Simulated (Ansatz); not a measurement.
**C: equation of state with r2SCAN+rVV10**

**Measured values to compare with.**

From “Equation of state of cubic boron nitride at high pressures and temperatures”, 2007, arxiv:cond-mat/0702656, for a bulk crystal of C: bulk modulus 442 ± 5 GPa.

The system is C.

```
C
1.0
     0.00000    1.78337    1.78337
     1.78337    0.00000    1.78337
     1.78337    1.78337    0.00000
C
2
Direct
  0.75000 0.75000 0.75000
  0.50000 0.50000 0.50000
```

This isn't the form of C at room conditions, which is graphite.

```yaml
Program: Ansatz 0.2.0
Task: equation of state
Functional: r2SCAN
Dispersion: rVV10
Potentials_or_basis: Ansatz PAW
Cutoff: 500 eV
Density_cutoff: 2500 eV
k_mesh: 13 × 13 × 13
Occupations: fermi-dirac, width 0.05 eV
Spin: no spin polarisation
```

```
Equilibrium volume                      : 5.63 Å³/atom
Bulk modulus                            : 454 GPa
Pressure derivative of the bulk modulus : 3.7
```

Energy against volume, from the lowest point:
| volume (Å³/atom) | energy (meV/atom) |
| --- | --- |
| 5.332 | 23.88 |
| 5.445 | 8.60 |
| 5.558 | 0.87 |
| 5.672 | 0.00 |
| 5.785 | 5.39 |
| 5.899 | 16.48 |
| 6.012 | 32.75 |

All runs of the series together: 16 s on 2 threads of Intel(R) Xeon(R) Platinum 8259CL CPU @ 2.50GHz (Skylake/Cascade Lake), on a shared host.

Against the measured bulk modulus of C, 442 GPa (quoted in “Equation of state of cubic boron nitride at high pressures and temperatures”, 2007, arxiv:cond-mat/0702656), the calculated 454 GPa is off by +2.6 %. 3 values of this kind are on record (442 to 444.8 GPa); this one was drawn at random among those near their median, those with a stated uncertainty first. The fit is for a static lattice scaled at fixed shape and fixed fractional positions. The cell as given is a measured one (5.67 Å³/atom); r2SCAN+rVV10 puts the equilibrium volume -0.7 % from it, thermal expansion not counted.

Caveat: the PAW data sets were made with another functional, which shifts forces and pressure a little.
